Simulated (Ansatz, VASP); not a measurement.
**One calculation of PbSe, two programs**

The input INCAR:

```
PREC     = Accurate       # precision mode
ENCUT    = 520            # plane-wave cutoff, eV
EDIFF    = 1E-7           # SCF threshold, eV
ISMEAR   = -1             # smearing method
SIGMA    = 0.05           # smearing width, eV
LREAL    = F              # projectors in reciprocal space
LASPH    = T              # aspherical terms in the spheres
NELM     = 80             # most SCF steps
ALGO     = Normal         # electronic algorithm
ISIF     = 2              # what is computed and relaxed
LWAVE    = F              # write WAVECAR
LCHARG   = F              # write CHGCAR
GGA      = PE             # functional
NBANDS   = 17             # bands
```

KPOINTS

```
regular mesh
0
Gamma
  7 7 7
```

POSCAR

```
PbSe
1.0
    3.7331762438      0.0000000000      0.0000000000
    0.0000000000      3.7331762438      0.0000000000
    0.0000000000      0.0000000000      3.7331762438
Pb Se
1 1
Direct
    0.0000000000      0.0000000000      0.0000000000
    0.5000000000      0.5000000000      0.5000000000
```

input.yaml

```yaml
crystal:
  lattice:
    - [3.7331762438, 0.0, 0.0]
    - [0.0, 3.7331762438, 0.0]
    - [0.0, 0.0, 3.7331762438]
  atoms:
    - { symbol: Pb, position: [0.0, 0.0, 0.0] }
    - { symbol: Se, position: [0.5, 0.5, 0.5] }
hamiltonian:
  xc: pbe
  pseudopotentials: { kind: paw }
kpoints:
  mp_grid: { grid: [7, 7, 7] }
scf:
  occupations: { method: fermi_dirac, width: 0.05 }
output:
  forces: true
  stress: true
  eigenvalues: true
  write_density: true
  write_potential: true
  elf: true
  volumetric_format: npy
```

Change from the starting cell: volume scaled by 0.96.

Alike in both runs: task single point; functional PBE; k mesh 7 × 7 × 7; occupations fermi-dirac, width 0.05 eV; no spin polarisation.

```csv
,VASP,Ansatz
version,VASP 6.6.1,Ansatz 0.2.0
potentials or method,"VASP PAW PBE potentials, release 64 (Pb_d, Se)",Ansatz PAW
plane-wave cutoff (eV),520,420
valence electrons in the cell,20,30
```

```csv
,VASP,Ansatz,Ansatz less VASP
gap on the k mesh at the Fermi level (eV),none,none,-
pressure (GPa),2.0,2.0,0.00
```

A gap of «none» marks a metal or a gap that the smearing closes. The two sets of potentials don't hold the same shells in valence.

Spin-orbit coupling is left out, which matters for the levels of Pb.
